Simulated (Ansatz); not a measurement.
Independent-particle absorption of MoS2 (P-6m2, a = 3.150 Å, b = 3.150 Å, c = 6.648 Å, α = 90.00°, β = 90.00°, γ = 120.00°), no local fields or excitons, 0.1 eV broadening. Method: DFT PBE+D3(BJ), scalar-relativistic, plane waves, PAW in Ansatz 0.2.0.

Settings: cutoff 420 eV, Γ-centred mesh 12×12×4 on the computed 3-atom cell, Gaussian smearing of 0.02 eV; no spin polarisation. The spectrum is summed on a 18×18×6 mesh.

```yaml
crystal:
  lattice:
    - [3.14972, 0.00000, 0.00000]
    - [-1.57486, 2.72774, 0.00000]
    - [0.00000, 0.00000, 6.64754]
  atoms:
    - { symbol: Mo, position: [0.00000, 0.00000, 0.00000] }
    - { symbol: S, position: [0.33333, 0.66667, 0.23567] }
    - { symbol: S, position: [0.33333, 0.66667, 0.76433] }
```

```csv
photon energy (eV),"ε2,xx"
0.0,0.00
0.4,0.00
0.6,0.00
1.0,0.00
1.4,0.00
1.6,0.04
2.0,7.35
2.4,10.34
2.6,25.28
3.0,28.64
3.4,16.77
3.8,15.39
4.0,14.42
4.4,15.99
4.8,10.94
5.0,11.00
5.4,7.97
5.8,8.53
6.0,8.30
6.4,8.45
6.8,5.32
7.0,4.12
7.4,3.54
7.8,3.24
8.0,2.81
8.4,1.32
8.8,2.10
9.2,3.25
9.4,3.26
9.8,4.91
10.2,5.00
10.4,4.73
10.8,4.90
11.2,4.76
11.4,4.32
11.8,4.26
```

The strongest peak lies near 2.8 eV. ε∞ (xx, yy, zz) = 14.7, 14.7, 8.6.

This form isn't the usual stable structure of the compound.

Cost: 1 run of about 1.3 core-minutes, on Intel Xeon Platinum 8259CL (Skylake/Cascade Lake) (shared hosts).